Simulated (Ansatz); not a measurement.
**Ti: how the settings move a single-point run**

Aim: see which settings change the result for Ti, by how much, and at what cost.

Method: reference: DFT, PBEsol, PAW with Ansatz's default frozen-core files, scalar-relativistic, in Ansatz 0.2.0.

1 further run of the same task is left out (it didn't finish).

### Step 1. The starting structure

It takes space group Fm-3m (No. 225, cubic). Conventional cell: a = 4.060 Å, b = 4.060 Å, c = 4.060 Å, α = 90.00°, β = 90.00°, γ = 90.00°. Ti (site symmetry m-3m) is surrounded by 12 Ti at 2.87 Å.

Coordinates:

```
CELL_PARAMETERS angstrom
0.00000 2.03000 2.03000
2.03000 0.00000 2.03000
2.03000 2.03000 0.00000
ATOMIC_POSITIONS crystal
Ti 0.00000 0.00000 0.00000
```

### Step 2. The reference run

input.yaml reads:

```yaml
crystal:
  lattice:
    - [0.0, 2.03, 2.03]
    - [2.03, 0.0, 2.03]
    - [2.03, 2.03, 0.0]
  atoms:
    - { symbol: Ti, position: [0.0, 0.0, 0.0] }
kpoints:
  mp_grid: { grid: [15, 15, 15] }
  band_path:
    path:
      - [0.0, 0.0, 0.0]
      - [0.5, 0.0, 0.5]
      - [0.625, 0.25, 0.625]
      - [0.375, 0.375, 0.75]
      - [0.0, 0.0, 0.0]
      - [0.5, 0.5, 0.5]
      - [0.5, 0.25, 0.75]
      - [0.5, 0.0, 0.5]
    npoints: 5
scf:
  occupations: { method: fermi_dirac, width: 0.05 }
hamiltonian:
  xc: pbesol
  pseudopotentials: { kind: paw }
output:
  forces: true
  stress: true
  eigenvalues: true
  efg: { contact_densities: true }
```

Run with:

```bash
> ansatz run input.yaml --threads 1 --pin off --max-ram 2048MiB --backend cpu --events-out ev --progress --plain --runs-dir out
```

### Step 3. Variant: ecutwfc 800 eV, accuracy high

input.yaml, as its differences from that of step 2:

```diff
@@ -30 +30,4 @@
   efg: { contact_densities: true }
+basis:
+  ecutwfc: "800 eV"
+accuracy: high
```

Before running it: what results should come out? Wanted: for each run, ending; energy change; pressure; gap; force.

The runs gave:

| run | ending | energy change | pressure (GPa) | gap (eV) | force (eV/Å) | cycles | time |
| --- | --- | --- | --- | --- | --- | --- | --- |
| reference | converged | 0 | -0.2 | 0.00 | 0.00 | 6 | 2.6 s |
| 1: ecutwfc 800 eV, accuracy high | converged | -1.2 meV/atom | -0.2 | 0.00 | 0.00 | 7 | 4.9 s |

Residual by cycle in the longest SCF loop of each run; runs are numbered as in the table. The quantity is the density residual dr2, in eV.

```
cycle  reference    run 1
    1    0.00618  0.00647
    2     4.6e-4   5.6e-4
    3     4.4e-5   4.6e-5
    4     4.9e-7   1.7e-7
    5     2.7e-9  8.0e-10
    6    3.2e-11  2.8e-11
    7          -  1.1e-13
```

**Reading.** Changing the cutoff and accuracy level moves the energy by -1.2 meV/atom. Cost: 7 SCF cycles against 6, 4.9 s against 2.6 s.
